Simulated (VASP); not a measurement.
# KCl (Pm-3m) in VASP: further runs

The runs below take KCl through single point, with PBE.

Everything below comes from runs of VASP 6.6.1. Logs are shortened: lines on timing, memory, paths and dates and some standing lists are left out, and cuts for length are marked.

### Step 1. The structure

Symmetry: Pm-3m, No. 221, cubic system. Conventional cell: a = 3.839 Å, b = 3.839 Å, c = 3.839 Å, α = 90.00°, β = 90.00°, γ = 90.00°. K (site symmetry m-3m) is surrounded by 8 Cl at 3.32 Å. Cl (site symmetry m-3m) has 8 K at 3.32 Å as nearest neighbours.

Measurements of this composition are mostly on another form, of space group No. 225.

### Step 2. Single point, PBE

File INCAR:

```
SYSTEM = KCl
PREC = Accurate ; ENCUT = 900
EDIFF = 1E-6 ; ISMEAR = 0
SIGMA = 0.05 ; LREAL = .False.
LASPH = .True. ; NELM = 100
ALGO = Normal ; ISIF = 2
LWAVE = .False. ; LCHARG = .False.
GGA = PE ; NBANDS = 15
ADDGRID = .False.
```

File KPOINTS:

```
regular mesh
0
Gamma
  3 3 3
  0 0 0
```

File POSCAR:

```
KCl
1.0
    3.8391960000      0.0000000000      0.0000000000
    0.0000000000      3.8391960000      0.0000000000
    0.0000000000      0.0000000000      3.8391960000
K Cl
1 1
Direct
    0.0405710000      0.0040460000      0.0049320000
    0.5021390000      0.4938510000      0.4988730000
```

Potentials or basis: VASP PAW PBE potentials, release 64 (K_sv, Cl_h).

Run with:

```sh
$ cat potpaw_PBE.64/K_sv/POTCAR potpaw_PBE.64/Cl_h/POTCAR > POTCAR
$ mpirun -np 1 vasp_std > vasp.out
```

OUTCAR:

```text
SYSTEM = KCl
   PREC = Accurate
   ENCUT = 900
   EDIFF = 1E-6
   ISMEAR = 0
   LREAL = .False.
   LASPH = .True.
   NELM = 100
   ISIF = 2
   GGA = PE

 Found     14 irreducible k-points:

 Following reciprocal coordinates:
            Coordinates               Weight
  0.000000  0.000000  0.000000      1.000000
  0.333333  0.000000  0.000000      2.000000
  0.000000  0.333333  0.000000      2.000000
  0.000000  0.000000  0.333333      2.000000
  0.333333  0.333333  0.000000      2.000000
  0.000000  0.333333  0.333333      2.000000
   k-points           NKPTS =     14   k-points in BZ     NKDIM =     14   number of bands    NBANDS=     15
   number of dos      NEDOS =    301   number of ions     NIONS =      2
   total plane-waves  NPLWV =  64000
   dimension x,y,z NGX =    40 NGY =   40 NGZ =   40
   dimension x,y,z NGXF=    80 NGYF=   80 NGZF=   80
   ions per type =               1   1
   NGX,Y,Z   is equivalent  to a cutoff of  17.32, 17.32, 17.32 a.u.
   NGXF,Y,Z  is equivalent  to a cutoff of  34.64, 34.64, 34.64 a.u.
 SYSTEM =  KCl
   PREC   = accura    normal or accurate (medium, high low for compatibility)
   ISTART =      0    job   : 0-new  1-cont  2-samecut
   ICHARG =      2    charge: 1-file 2-atom 10-const
   ISPIN  =      1    spin polarized calculation?
   LNONCOLLINEAR =      F non collinear calculations
   LSORBIT =      F    spin-orbit coupling
   LASPH  =      T    aspherical Exc in radial PAW
   ENCUT  =  900.0 eV  66.15 Ry    8.13 a.u.   9.39  9.39  9.39*2*pi/ulx,y,z
   NELM   =    100;   NELMIN=  2; NELMDL= -5     # of ELM steps
   EDIFF  = 0.1E-05   stopping-criterion for ELM
   LREAL  =      F    real-space projection
   EDIFFG = 0.1E-04   stopping-criterion for IOM
   NSW    =      0    number of steps for IOM
   IBRION =     -1    ionic relax: 0-MD 1-quasi-New 2-CG
   NFREE  =      0    steps in history (QN), initial steepest desc. (CG)
   ISIF   =      2    stress and relaxation
   ISYM   =      2    0-nonsym 1-usesym 2-fastsym
   POTIM  = 0.5000    time-step for ionic-motion
   TEBEG  =    0.0;   TEEND  =   0.0 temperature during run
   PSTRESS=    0.0 pullay stress
   NELECT =      16.0000    total number of electrons
   NUPDOWN=      -1.0000    fix difference up-down
   EMIN   =  10.00;   EMAX   =-10.00  energy-range for DOS
   EFERMI =   0.00;   METHOD = LEGACY
   ISMEAR =     0;   SIGMA  =   0.05  broadening in eV -4-tet -1-fermi 0-gaus
   EFERMI_NEDOS =   21; number of points for ismear=-14 and -15
   IALGO  =     38    algorithm
   IMIX   =      4    mixing-type and parameters
     AMIX     =   0.40;   BMIX     =  1.00
     AMIX_MAG =   1.60;   BMIX_MAG =  1.00
  volume/ion in A,a.u.               =      28.29       190.94
  Fermi-wavevector in a.u.,A,eV,Ry     =   1.074504  2.030517 15.708715  1.154558
  Thomas-Fermi vector in A             =   2.210334
   LORBIT       =      0    0 simple, 1 ext, 2 COOP (PROOUT), +10 PAW based schemes
   GGA     = PE    functional components
   LHFCALC =     F    Hartree Fock is set to
   AEXX    =    0.0000 exact exchange contribution
   IVDW    =     0    specifies the selected vdW correction
   LEPSILON=     F    determine dielectric tensor
   LRPA    =     F    only Hartree local field effects (RPA)
 non-spin polarized calculation
 Gauss-broadening in eV      SIGMA  =   0.05
  energy-cutoff  :      900.00
  volume of cell :       56.59
 maximum number of plane-waves:      3499
 NGX is ok and might be reduce to    40
   NGX = 19   NGY = 19   NGZ = 19

 number of electron      16.0000000 magnetization

 Free energy of the ion-electron system (eV)
  ---------------------------------------------------
  ext. energy  EPLUGINS =         0.00000000
  ---------------------------------------------------
  free energy    TOTEN  =        -6.63254978 eV

  energy without entropy =       -6.63254978  energy(sigma->0) =       -6.63254978

 E-fermi :  -0.3427     XC(G=0):  -8.0855

 val. band max:       -0.6749408727   @ k =   0.0000  -0.3333   0.3333
 cond. band min:       4.2051878081   @ k =   0.0000   0.0000   0.0000
 fundamental gap:      4.8801286808
 Fermi energy:        -0.3426761451

 k-point     1 :       0.0000    0.0000    0.0000
  band No.  band energies     occupation
      1     -28.6544      2.00000
      2     -13.1560      2.00000
      3     -12.0418      2.00000
      4     -12.0416      2.00000
      5     -12.0361      2.00000
      6      -0.7936      2.00000
      7      -0.7899      2.00000
      8      -0.7886      2.00000
      9       4.2052      0.00000
     10       5.9653      0.00000
     11       6.0197      0.00000
     12      10.0161      0.00000
     13      10.0546      0.00000
     14      10.0557      0.00000
     15      12.7496      0.00000

 k-point     2 :       0.3333    0.0000    0.0000
  band No.  band energies     occupation
      1     -28.6402      2.00000
      2     -13.2866      2.00000
      3     -12.0197      2.00000
      4     -12.0191      2.00000
      5     -11.9278      2.00000
      6      -2.0169      2.00000
      7      -0.7931      2.00000
      8      -0.7925      2.00000
      9       6.0975      0.00000
     10       6.7840      0.00000
     11       7.5250      0.00000
     12       9.8305      0.00000
     13       9.8447      0.00000
     14      10.4360      0.00000
     15      10.4503      0.00000

 k-point     3 :       0.0000    0.3333    0.0000
  band No.  band energies     occupation
      1     -28.6401      2.00000
      2     -13.2922      2.00000
      3     -12.0251      2.00000
      4     -12.0187      2.00000
      5     -11.9162      2.00000
      6      -2.0179      2.00000
      7      -0.7978      2.00000
      8      -0.7858      2.00000
      9       6.0877      0.00000
     10       6.7974      0.00000
     11       7.4769      0.00000
     12       9.7289      0.00000
     13       9.8474      0.00000
     14      10.4584      0.00000
     15      10.5103      0.00000

 k-point     4 :       0.0000    0.0000    0.3333
  band No.  band energies     occupation
      1     -28.6401      2.00000
      2     -13.2925      2.00000
      3     -12.0251      2.00000
      4     -12.0189      2.00000
      5     -11.9156      2.00000
      6      -2.0179      2.00000
      7      -0.7975      2.00000
      8      -0.7860      2.00000
      9       6.0873      0.00000
     10       6.7980      0.00000
     11       7.4744      0.00000
     12       9.7204      0.00000
     13       9.8521      0.00000
     14      10.4596      0.00000
     15      10.5123      0.00000

 k-point     5 :       0.3333    0.3333    0.0000
  band No.  band energies     occupation
      1     -28.6267      2.00000
      2     -13.1147      2.00000
      3     -12.2085      2.00000
      4     -12.0121      2.00000
      5     -11.9999      2.00000
      6      -1.7767      2.00000
      7      -1.5759      2.00000
      8      -0.6848      2.00000
      9       6.1887      0.00000
     10       6.8966      0.00000
     11       8.6728      0.00000
     12       8.8863      0.00000
     13       9.2498      0.00000
     14       9.3209      0.00000
     15      11.5817      0.00000

 k-point     6 :       0.0000    0.3333    0.3333
  band No.  band energies     occupation
      1     -28.6266      2.00000
      2     -13.1081      2.00000
      3     -12.2077      2.00000
      4     -12.0222      2.00000
      5     -11.9999      2.00000
      6      -1.7788      2.00000
      7      -1.5768      2.00000
      8      -0.6750      2.00000
      9       6.1707      0.00000
     10       6.9013      0.00000
     11       8.6285      0.00000
     12       8.9610      0.00000
     13       9.2528      0.00000
     14       9.4458      0.00000
     15      11.4270      0.00000

 [... further k-points ...]

------------------------ aborting loop because EDIFF is reached ----------------------------------------

  FORCE on cell =-STRESS in cart. coord.  units (eV):
  Direction    XX          YY          ZZ          XY          YZ          ZX
  --------------------------------------------------------------------------------------
  -------------------------------------------------------------------------------------
  Total        0.0971736      0.1065372      0.1072372      0.0246141      0.0041457      0.0146806
  in kB        2.7512993      3.0164147      3.0362346      0.6969055      0.1173784      0.4156542
  external PRESSURE =       2.9346495 kB  Pullay stress =       0.0000000 kB

 VOLUME and BASIS-vectors are now :
 -----------------------------------------------------------------------------
  energy-cutoff  :      900.00
  volume of cell :       56.59
      direct lattice vectors                 reciprocal lattice vectors
     3.839196000  0.000000000  0.000000000     0.260471203  0.000000000  0.000000000
     0.000000000  3.839196000  0.000000000     0.000000000  0.260471203  0.000000000
     0.000000000  0.000000000  3.839196000     0.000000000  0.000000000  0.260471203

 POSITION                                       TOTAL-FORCE (eV/Angst)
 -----------------------------------------------------------------------------------
      0.15576      0.01553      0.01893        -0.094349     -0.027246     -0.016216
      1.92781      1.89599      1.91527         0.094349      0.027246      0.016216
 -----------------------------------------------------------------------------------
    total drift:                                0.000363      0.000043     -0.000072

  FREE ENERGIE OF THE ION-ELECTRON SYSTEM (eV)
  ---------------------------------------------------
  free  energy   TOTEN  =        -6.6325497771 eV

  energy  without entropy=       -6.6325497771  energy(sigma->0) =       -6.63254978
```

Wall time 12 s (1 thread of Intel Xeon 6975P-C (Granite Rapids), shared host); peak memory 0.24 GiB.

These settings aren't checked as converged: the numbers below hold their error.

What came out:

```yaml
Free_energy: -6.6325 eV
Pressure: 0.3 GPa
Largest_force: 0.100 eV/Å
Band_gap_on_the_k_mesh: 4.88 eV, indirect (least direct gap 4.99 eV)
```

Caveat: the k mesh is coarse (spacing up to 0.55 Å⁻¹), so the values aren't converged; an odd mesh through Γ misses points on the zone boundary, where band edges often lie.

### Step 3. Single point, PBE

Changes to INCAR since step 2:

```diff
@@ -1,3 +1,3 @@
 SYSTEM = KCl
-PREC = Accurate ; ENCUT = 900
+PREC = Accurate ; ENCUT = 600
 EDIFF = 1E-6 ; ISMEAR = 0
```

File KPOINTS:

```
regular mesh
0
Gamma
  4 4 4
  0 0 0
```

File POSCAR:

```
KCl
1.0
    3.8391960000      0.0000000000      0.0000000000
    0.0000000000      3.8391960000      0.0000000000
    0.0000000000      0.0000000000      3.8391960000
K Cl
1 1
Direct
    0.0000000000      0.0000000000      0.0000000000
    0.5000000000      0.5000000000      0.5000000000
```

Potentials or basis: VASP PAW PBE potentials, release 64 (K_sv, Cl_h).

Run with:

```sh
$ cat potpaw_PBE.64/K_sv/POTCAR potpaw_PBE.64/Cl_h/POTCAR > POTCAR
$ mpirun -np 1 vasp_std > vasp.out
```

Run time: 4.6 s. Hardware: 1 thread of Intel Xeon 6975P-C (Granite Rapids), shared host; peak memory 0.17 GiB.

The run converged, but some of its settings lie outside the range that counts as converged, so its numbers aren't taken as properties of the crystal.

What came out:

```
Free energy            : -6.6551 eV
Pressure               : 0.0 GPa
Band gap on the k mesh : 4.79 eV, indirect (least direct gap 5.00 eV)
```
